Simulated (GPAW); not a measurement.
# S K ELNES/XANES of BeS (F-43m) from DFT, part 2 of 2

Aim: the near-edge shape at the S K edge of BeS (F-43m), and what the core hole does to it.

GPAW 26.7.0; X-ray absorption from dipole matrix elements to empty bands, plane-wave PAW PBE.

So far. Step 2 (Ground state of the crystal): The mesh shows a gap of 3.20 eV, so the hole is first treated in a charged cell, without the excited electron. Step 3 (Spectrum without a core hole, S atom 1): Main maxima below 24 eV (height): 3.9 eV (1.38), 5.8 eV (1.94), 7.9 eV (1.62) and 14.1 eV (1.18). A K edge sees empty p states on the absorber.

The database entry behind the starting cell differs from later determinations by our own check (0.1 to 0.3 % short, probably kX units), so it need not match the best structure at ambient conditions.

## 5. Spectrum with FCH, S atom 1

The holes are 5.9 Å apart. In GPAW the data set carries the hole's charge, so charge=0 means a charged cell and charge=-1 a neutral one. The excited electron is left out and a uniform background balances the charge. After the field has converged, empty bands are computed with the density fixed and the dipole matrix elements are summed.

File xas.py:

```python
import numpy as np
from ase import Atoms
from ase.parallel import parprint, paropen
from gpaw import GPAW, PW, FermiDirac, Mixer, MixerDif, setup_paths
from gpaw.test import gen
setup_paths.insert(0, '.')
gen('S', name='fch1s', xcname='PBE', corehole=(1, 0, 1), write_xml=True)
from gpaw.mpi import world
world.barrier()

atoms = Atoms('S6Be6',
    cell=[[2.425, 4.85, 2.425],
     [2.425, -4.85, 2.425],
     [2.425, -2.425, -4.85]],
    scaled_positions=[[0.125, 0.375, 0],
     [0.79166667, 0.375, 0.33333333],
     [0.625, 0.875, 0],
     [0.45833333, 0.375, 0.66666667],
     [0.29166667, 0.875, 0.33333333],
     [0.95833333, 0.875, 0.66666667],
     [0, 0, 0],
     [0.66666667, 0, 0.33333333],
     [0.5, 0.5, 0],
     [0.33333333, 0, 0.66666667],
     [0.16666667, 0.5, 0.33333333],
     [0.83333333, 0.5, 0.66666667]],
    pbc=True)
atoms.calc = calc = GPAW(legacy_gpaw=True, mode=PW(430, force_complex_dtype=True), xc='PBE', setups={0: 'fch1s'},
    kpts={'size': (4, 3, 4), 'gamma': True}, occupations=FermiDirac(0.02),
    charge=0, mixer=Mixer(0.1, 5, 50), maxiter=150,
    convergence={'density': 0.0001, 'eigenstates': 1e-6}, txt='scf.txt')
energy = atoms.get_potential_energy() + calc.get_reference_energy()
ef = calc.get_fermi_level()
out = dict(energy=energy, fermi=ef, forces=atoms.get_forces().tolist())
parprint(f'all-electron energy {energy:.4f} eV, Fermi level {ef:.4f} eV')
ev = np.array([[calc.get_eigenvalues(k, s) for k in range(len(calc.get_ibz_k_points()))] for s in range(calc.get_number_of_spins())])
out['homo'], out['lumo'], out['counts'] = ev[ev < ef].max(), ev[ev > ef].min(), sorted(set((ev < ef).sum((0, 2)).tolist()))
out['filled'] = (ev[:, 0] < ef).sum(1).tolist()

from ase.units import Ha
from gpaw.xas import dipole_matrix_elements
nb = int(calc.get_number_of_electrons() / 2) + 105
top, nb = nb, nb + 8 + nb // 12
nscf = calc.fixed_density(kpts={'size': (5, 4, 5), 'gamma': True}, nbands=nb,
    convergence={'bands': top, 'eigenstates': 5e-3}, maxiter=60, txt='nscf.txt')
cell = atoms.cell.array
ops = [cell.T @ U.T @ np.linalg.inv(cell.T) for U in nscf.wfs.kd.symmetry.op_scc]
filled = [24]  # bands filled in the ground state, by spin
E = np.arange(-6, 34, 0.1)
fwhm = np.interp(E, [4, 25], [0.9, 3.5])
Y, X, zero, highest = 0, 0, 1e9, 1e9
for spin in range(nscf.get_number_of_spins()):
    wfs = nscf.wfs
    mine = wfs.bd.get_slice()  # this rank's bands
    A = dipole_matrix_elements(wfs.setups[0])
    eps = np.zeros((wfs.kd.nibzkpts, nb))
    d = np.zeros((3, A.shape[1], wfs.kd.nibzkpts, nb), complex)
    for kpt in wfs.kpt_u:
        if kpt.s == spin and 0 in kpt.P_ani:
            eps[kpt.k, mine] = kpt.eps_n * Ha
            d[:, :, kpt.k, mine] = (kpt.weight * wfs.nspins / 2) ** 0.5 * np.inner(A, kpt.P_ani[0])
    world.sum(eps)
    world.sum(d)
    T = np.einsum('amkn,bmkn->abkn', d, d.conj()).real
    T = sum(np.einsum('ai,ijkn,bj->abkn', R, T, R) for R in ops) / len(ops)
    empty = np.ones_like(eps, bool) & (np.arange(nb) >= filled[spin])
    zero, highest = min(zero, eps[empty].min()), min(highest, eps[:, top - 1].min())
    lines = [(eps, T, empty)] if spin == 0 else lines + [(eps, T, empty)]
for eps, T, empty in lines:
    f = np.einsum('aakn->akn', T).reshape(3, -1)
    x = eps.ravel() - zero
    w = np.interp(x, E, fwhm) / 2.35482
    g = np.exp(-0.5 * ((E[:, None] - x) / w) ** 2) / (w * (2 * np.pi) ** 0.5)
    Y = Y + (f * empty.ravel()) @ g.T
    X = X + (f * ~empty.ravel()) @ g.T
out.update(E=E.round(2).tolist(), xas=Y.tolist(), xes=X.tolist(), zero=zero, valid=highest - zero, nk=len(eps), nb=nb)
for i in range(0, len(E), 10):
    parprint(f'{E[i]:7.2f}', *(f'{v:10.3e}' for v in Y[:, i]))
import json
with paropen('out.json', 'w') as f:
    json.dump(out, f)
```

Launch:

```
> OMP_NUM_THREADS=1 mpirun -n 4 gpaw python xas.py
```

Numbers of over 12 decimals in the logs are rounded to 6 here.

The program printed:

```text
Input parameters:
  convergence: {density: 0.0001,
                eigenstates: 1e-06}
  kpts: {gamma: True,
         size: (4, 3, 4)}
  maxiter: 150
  mixer: {backend: pulay,
          beta: 0.1,
          method: separate,
          nmaxold: 5,
          weight: 50}
  mode: {ecut: 430.0,
         force_complex_dtype: True,
         name: pw}
  occupations: {fixmagmom: False,
                name: fermi-dirac,
                width: 0.02}
  setups: {0: fch1s}
  xc: PBE

Initialize ...

[... PAW data sets ...]

Reference energy: -65040.683398  # eV

Spin-paired calculation

[... convergence settings ...]
Symmetries present (total): 2
  [... symmetry matrices ...]

48 k-points: 4 x 3 x 4 Monkhorst-Pack grid + [1/8,0.000000,1/8]
17 k-points in the irreducible part of the Brillouin zone
       k-points in crystal coordinates                weights
   0:     0.00000000    0.00000000    0.00000000          1/48
   1:     0.00000000    0.00000000    0.25000000          2/48
   2:     0.00000000    0.00000000    0.50000000          1/48
   3:     0.00000000    0.33333333    0.00000000          2/48
   4:     0.00000000    0.33333333    0.25000000          4/48
   5:     0.00000000    0.33333333    0.50000000          2/48
   6:     0.25000000   -0.33333333    0.00000000          4/48
   7:     0.25000000   -0.33333333    0.50000000          4/48
   8:     0.25000000    0.00000000    0.00000000          4/48
   9:     0.25000000    0.00000000    0.50000000          4/48
          ...
  16:     0.50000000    0.33333333    0.50000000          4/48

Wave functions: Plane wave expansion
  Cutoff energy: 430.000 eV
  Number of coefficients (min, max): 3433, 3487
  Pulay-stress correction: 0.000000 eV/Ang^3 (de/decut=0.000000)
  Using FFTW library
  Wavefunction extrapolation:
    Improved wavefunction reuse through dual PAW basis

Occupation numbers: Fermi-Dirac:
  width: 0.0200  # eV

Eigensolver
   Davidson(niter=2)

Densities:
  Coarse grid: 30*30*30 grid
  Fine grid: 60*60*60 grid
  Total Charge: 1.000000

Density mixing:
  Method: separate
  Backend: pulay
  Linear mixing parameter: 0.1
  old densities: 5
  Width of damping distribution: 1.1
  Damping of long wavelength oscillations: 50

[... Hamiltonian set-up ...]
Number of atoms: 12
Number of atomic orbitals: 48
Number of bands in calculation: 33
Number of valence electrons: 48
Bands to converge: occupied

... initialized

Initializing position-dependent things.

Density initialized from atomic densities
Creating initial wave functions:
  33 bands from LCAO basis set

               Be S
                   S
                 Be
         Be S        Be S
                S
              Be
               Be S

Atomic positions and initial magnetic moments

Positions:
   0 S      1.212500   -1.212500    1.212500    ( 0.0000,  0.0000,  0.0000)
   1 S      3.637500    1.212500    1.212500    ( 0.0000,  0.0000,  0.0000)
   2 S      3.637500   -1.212500    3.637500    ( 0.0000,  0.0000,  0.0000)
   3 S      3.637500   -1.212500   -1.212500    ( 0.0000,  0.0000,  0.0000)
   4 S      3.637500   -3.637500    1.212500    ( 0.0000,  0.0000,  0.0000)
   5 S      6.062500   -1.212500    1.212500    ( 0.0000,  0.0000,  0.0000)
   6 Be     0.000000    0.000000    0.000000    ( 0.0000,  0.0000,  0.0000)
   7 Be     2.425000    2.425000    0.000000    ( 0.0000,  0.0000,  0.0000)
   8 Be     2.425000    0.000000    2.425000    ( 0.0000,  0.0000,  0.0000)
   9 Be     2.425000   -0.000000   -2.425000    ( 0.0000,  0.0000,  0.0000)
  10 Be     2.425000   -2.425000    0.000000    ( 0.0000,  0.0000,  0.0000)
  11 Be     4.850000   -0.000000   -0.000000    ( 0.0000,  0.0000,  0.0000)

Unit cell:
           periodic     x           y           z      points  spacing
  1. axis:    yes    2.425000    4.850000    2.425000    30     0.1640
  2. axis:    yes    2.425000   -4.850000    2.425000    30     0.1867
  3. axis:    yes    2.425000   -2.425000   -4.850000    30     0.1715

  Lengths:   5.940013   5.940013   5.940013
  Angles:   80.405932 120.000000 109.471221

Effective grid spacing dv^(1/3) = 0.1851

iter:   1   -77.816358
iter:   2   -77.466649   -1.68  -0.95
iter:   3   -76.762778   -1.44  -0.98
iter:   4   -76.694205   -3.07  -1.37
iter:   5   -76.728714   -2.33  -1.39
iter:   6   -76.719554   -3.02  -1.99
iter:   7   -76.716883c  -3.41  -2.11
iter:   8   -76.710882c  -3.80  -2.38
iter:   9   -76.710422c  -4.10  -2.55
iter:  10   -76.710313c  -5.85  -3.09
iter:  11   -76.710314c  -5.56  -3.47
iter:  12   -76.710301c  -5.74  -3.54
iter:  13   -76.710296c  -6.92c -3.77
iter:  14   -76.710298c  -6.61c -3.97
iter:  15   -76.710296c  -7.16c -4.07c

Converged after 15 iterations.

Dipole moment: (7.027136, -5.814024, 7.027136) |e|*Ang

Energy contributions relative to reference atoms: (reference = -65040.683398)

Kinetic:        +53.642979
Potential:      -67.686191
External:        +0.000000
XC:             -62.380437
Entropy (-ST):   -0.000000
Local:           -0.286647
SIC:             +0.000000
--------------------------
Free energy:    -76.710296
Extrapolated:   -76.710296

Showing only first 2 kpts
 Kpt  Band  Eigenvalues  Occupancy
  0    22      4.71067    2.00000
  0    23      4.72758    2.00000
  0    24      9.18014    0.00000
  0    25      9.66009    0.00000

  1    22      4.17616    2.00000
  1    23      4.59242    2.00000
  1    24      8.54932    0.00000
[...]
Fermi level: 5.98369

Gap: 3.080 eV
Transition (v -> c):
  (s=0, k=0, n=23, [0.00, 0.00, 0.00]) -> (s=0, k=2, n=24, [0.00, 0.00, 0.50])
Direct/indirect transitions are different
Direct gap: 3.316 eV
Transition at: (s=0, k=2, n=23, [0.00, 0.00, 0.50])

Forces in eV/Ang:
  0 S    -0.00217   -0.00303   -0.00217
  1 S    -0.03678    0.06059   -0.07060
  2 S     0.00612   -0.09399    0.00612
  3 S    -0.07060    0.06059   -0.03678
  4 S    -0.16118   -0.00083    0.25789
  5 S     0.25789   -0.00083   -0.16118
  6 Be   -0.76895    0.82594   -0.76895
  7 Be   -0.13763    0.08379   -0.09154
  8 Be    0.76862    0.54734    0.76862
  9 Be   -0.09154    0.08379   -0.13763
 10 Be    0.72741   -0.78168   -0.49042
 11 Be   -0.49042   -0.78168    0.72741
Scalar-relativistic atomic PBE calculation for S (Sulfur, Z=16)
Core hole in 1s state (1s occupation: 1.0)
450 radial gridpoints.
|------------------------------------------------|
|------------------------------------------------|
[... the atom generator's iteration count ...]

Energy contributions:
-------------------------
Kinetic:     +308.185547
XC:           -20.950884
Potential:   -594.586668
-------------------------
Total:       -307.352006

state      eigenvalue         ekin         rmax
-----------------------------------------------
1s^1.0 :   -94.934283   126.064227        0.062
2s^2.0 :    -9.388817    20.721762        0.372
2p^6.0 :    -7.534702    20.423216        0.303
3s^2.0 :    -1.143740     3.483173        1.293
3p^4.0 :    -0.718992     2.793039        1.390
-----------------------------------------------
(units: Bohr and Hartree)

Generating PAW setup
Kinetic energy of the core from tauc = 290.824512
Cutoffs:
rc(s)=1.840
rc(p)=1.850
rc(d)=1.700
rc(vbar)=1.720
rc(comp)=1.430
rc(nct)=1.850

Kinetic energy of the core states: 290.047046
Charge: 1.0
Core electrons: 9.0
Valence electrons: 6.0
Pseudo-core charge: 0.024184
Shape function alpha=4.890
Pseudo-electron charge 6.375793
state    eigenvalue         norm
--------------------------------
3s(2) :    -1.143740     1.241181
*s    :    -0.143740
3p(4) :    -0.718992     0.967312
*p    :     0.281008
*d    :     0.000000
--------------------------------

Diagonalizing with gridspacing h=0.050

state   all-electron     PAW
-------------------------------
3s:      -1.143740    -1.144551
3p:      -0.718992    -0.719674
*d:                   -0.150764
*f:                   -0.016520
-------------------------------
all-electron energy -65117.3937 eV, Fermi level 5.9837 eV
[...]
31.00  2.251e-06  2.199e-06  2.251e-06
  32.00  2.260e-06  2.217e-06  2.260e-06
  33.00  2.076e-06  2.062e-06  2.076e-06
```

Run time: 41 s. Hardware: 4 MPI ranks of AMD EPYC 9R14 (Zen 4), shared host; peak memory 0.37 GiB.

The S K spectrum, S atom 1, full core hole (charged cell) (energy from the lowest empty level; intensity scaled to a mean of 1 over the first 20 eV):

```tsv
E (eV)	intensity
-2.0	0.00
-1.5	0.00
-1.0	0.00
-0.5	0.00
0.0	0.02
0.5	0.09
1.0	0.24
1.5	0.55
2.0	1.11
2.5	1.67
3.0	1.93
3.5	2.03
4.0	1.91
4.5	1.60
5.0	1.52
5.5	1.48
6.0	1.30
6.5	1.21
7.0	1.20
7.5	1.11
8.0	1.00
8.5	0.97
9.0	0.97
9.5	0.98
10.0	0.96
10.5	0.92
11.0	0.90
11.5	0.88
12.0	0.89
12.5	0.94
13.0	1.04
13.5	1.11
14.0	1.10
14.5	1.01
15.0	0.90
15.5	0.81
16.0	0.75
16.5	0.72
17.0	0.71
17.5	0.68
18.0	0.65
18.5	0.61
19.0	0.57
19.5	0.54
20.0	0.53
20.5	0.52
21.0	0.53
21.5	0.54
22.0	0.55
22.5	0.57
23.0	0.59
23.5	0.60
24.0	0.61
24.5	0.63
25.0	0.64
25.5	0.65
26.0	0.65
26.5	0.64
27.0	0.62
27.5	0.61
28.0	0.60
```

Main maxima below 24 eV (height): 3.5 eV (2.03) and 13.7 eV (1.12). 

The hole costs E(hole) − E(ground) = 2476.91 eV, and the lowest empty level of the hole cell on the spectrum's mesh lies at 7.98 eV, which puts the zero at 2484.89 eV. One term is added: -16.94 eV, since the hole is spin-paired here and a spin-polarised one costs that much less in the free atom (computed apart). The photon energy is then 2467.95 eV. The functional and the charged cell's background leave an error of a few eV in such absolute values.

## 6. What the core hole does

Both curves are counted from their own zero, so only the shift of weight within the empty states shows.

```tsv
E (eV)	no hole	FCH
-2.0	0.00	0.00
-1.0	0.00	0.00
0.0	0.01	0.02
1.0	0.08	0.24
2.0	0.33	1.11
3.0	0.82	1.93
4.0	1.38	1.91
5.0	1.24	1.52
6.0	1.86	1.30
7.0	1.01	1.20
8.0	1.61	1.00
9.0	1.11	0.97
10.0	1.06	0.96
11.0	1.05	0.90
12.0	0.97	0.89
13.0	1.09	1.04
14.0	1.18	1.10
15.0	1.13	0.90
16.0	1.00	0.75
17.0	0.92	0.71
18.0	0.87	0.65
19.0	0.82	0.57
20.0	0.75	0.53
21.0	0.66	0.53
22.0	0.58	0.55
23.0	0.55	0.59
24.0	0.56	0.61
25.0	0.58	0.64
26.0	0.62	0.65
27.0	0.63	0.62
28.0	0.59	0.60
```

With each curve scaled to its own mean, the area from −2 to 6 eV with the hole is 7.4 against 4.9, and the centre of weight from −1 to 20 eV moves by -1.4 eV: the hole pulls the absorber's empty states down.

## 7. What came out

| Property | Result |
| --- | --- |
| absorber and edge | S K, atom 1 of the ground-state input (counted from 1) |
| surroundings | 4 Be at 2.10 Å (tetrahedral, site symmetry -43m) |
| highest intensity below 16 eV | 3.5 eV above the zero, height 2.03 |
| photon energy of the zero, with the added terms | 2467.9 eV (raw 2484.9 eV; uncertain by a few eV) |

In words: The S K edge of atom 1, with 4 Be at 2.10 Å (tetrahedral, site symmetry -43m), has its highest intensity of the first 16 eV at 3.5 eV above the zero, near 2471 eV in photon energy (uncertain by a few eV), 2.0 times the mean level of the first 20 eV (Gaussian full width 0.9 eV up to 4 eV, rising linearly to 3.5 eV at 25 eV). With each curve scaled to its own mean, the area from −2 to 6 eV with the hole is 7.4 against 4.9, and the centre of weight from −1 to 20 eV moves by -1.4 eV: the hole pulls the absorber's empty states down. The holes are only 5.9 Å apart, so the shape is probably not converged with cell size; no larger cell was run here. The mesh is coarse (0.28 Å⁻¹ between points), so small maxima may be mesh ripples. The structure is a published determination, not relaxed.

[Banner, clock and machine lines of the logs are left out without a mark of their own.]

[Logs are printed without paths, hosts, clocks, repeated set-up lines and the standing remarks that a program may print on its own settings, such as how far it seeks lower states.]

[Hosts, paths, dates, database ids (printed as entryN), source tags and the programs' standing remarks are cut or masked in the printed files.]

[Lists of maxima count a maximum above −3 eV only where it reaches 4 % of the highest in the window and stands out from its surroundings by 2 % of it (1.5 % where it reaches 55 %); shoulders and weaker maxima are passed over, and of the rest the first, up to two pre-edge ones and the few strongest are named.]
